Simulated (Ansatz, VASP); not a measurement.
**One calculation of Fe, two programs**

```
Fe
1.0
     4.25506    0.00000    0.00000
    -2.12753    3.68499    0.00000
     0.00000    0.00000    2.60854
Fe
3
Direct
  0.00000 0.00000 0.00000
  0.33333 0.66667 0.50000
  0.66667 0.33333 0.50000
```

Alike in both runs: task single point; functional r2SCAN; k mesh 6 × 6 × 8; occupations gaussian, width 0.1 eV; collinear spin.

```csv
,VASP,Ansatz
version,VASP 6.6.1,Ansatz 0.2.0
potentials or method,"VASP PAW PBE potentials, release 64 (Fe)","scalar-relativistic, plane waves, PAW"
plane-wave cutoff (eV),520,500
valence electrons in the cell,24,48
```

|  | VASP | Ansatz | Ansatz less VASP |
| --- | --- | --- | --- |
| gap on the k mesh at the Fermi level (eV) | none | none | - |
| pressure (GPa) | -12.3 | -12.0 | +0.23 |
| largest component of the traceless stress (GPa) | 13.63 | 13.80 | +0.169 |
| net moment per atom (μB) | 2.96 | 2.96 | +0.004 |
| size of the moment on the site where the two differ most (μB) | 3.11 | 3.17 | +0.062 |

Site moments also hang on the region over which each program counts them. A gap of «none» marks a metal or a gap that the smearing closes. The two sets of potentials don't hold the same shells in valence. Ansatz warned: «stability_check_not_made».

Caveats: the PAW data sets were made with another functional, which shifts forces and pressure a little (VASP).
